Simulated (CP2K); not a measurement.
BN: single point with PBE

BN:

```
CELL_PARAMETERS angstrom
2.56397 0.00000 0.00000
1.28199 2.22046 0.00000
1.28199 0.74015 2.09347
ATOMIC_POSITIONS crystal
N 0.25000 0.25000 0.25000
B 0.00000 0.00000 0.00000
```

The cell is a database's computed one.

- Program: CP2K 2026.2
- Task: single point
- Functional: PBE
- Potentials or basis: POTENTIAL_UZH N GTH-PBE-q5, B GTH-PBE-q3; TZVP-MOLOPT-PBE-GTH basis
- Density cutoff: 6123 eV
- k mesh: 13 × 13 × 13
- Occupations: gaussian, width 0.024 eV
- Spin: no spin polarisation
- SCF solver: diagonalisation with k points
- Quickstep method: GPW
- EPS_DEFAULT: 1.0E-10
- EPS_SCF: 1.0E-6
- MAX_SCF: 100
- SCF_GUESS: ATOMIC
- k points reduced by the point group: yes
- Mesh centred on Gamma: yes
- CHOLESKY: OFF
- EPS_EIGVAL: 1.0E-7
- MIXING METHOD: BROYDEN_MIXING
- MIXING ALPHA: 0.4
- NBUFFER: 8
- NGRIDS: 5
- Basis sets: N TZVP-MOLOPT-PBE-GTH-q5, B TZVP-MOLOPT-PBE-GTH-q3
- Potentials: N GTH-PBE-q5 of POTENTIAL_UZH, B GTH-PBE-q3 of POTENTIAL_UZH
- ADDED_MOS: [10]
- REL_CUTOFF (Ry): 60 Ry
- MIXING BETA (1/bohr): 1.5 1/bohr
- CUTOFF of the grids: 450 Ry

The pressure is 0.6 GPa, the band gap on the k mesh is 4.55 eV, indirect (least direct gap 8.74 eV) and the mulliken charges are N -0.66; B +0.66 e.

Levels at points of the mesh, in eV from the valence-band top:
| k point | band 1 | band 2 | band 3 | band 4 | band 5 | band 6 | band 7 | band 8 |
| --- | --- | --- | --- | --- | --- | --- | --- | --- |
| (0.00, 0.00, 0.00) | -20.13 | 0.00 | 0.00 | 0.00 | 8.74 | 8.74 | 8.74 | 10.57 |

Run time: 79 s on 1 thread of Arm Neoverse V2 (shared host), peak memory 0.23 GiB.

The gap isn't set beside the measured one, since this odd mesh misses points on the zone boundary.

Caveat: Mulliken charges move with the basis; an odd mesh through Γ misses points on the zone boundary, where band edges often lie; the basis of atomic orbitals isn't converged, which shifts pressures, moduli and gaps.
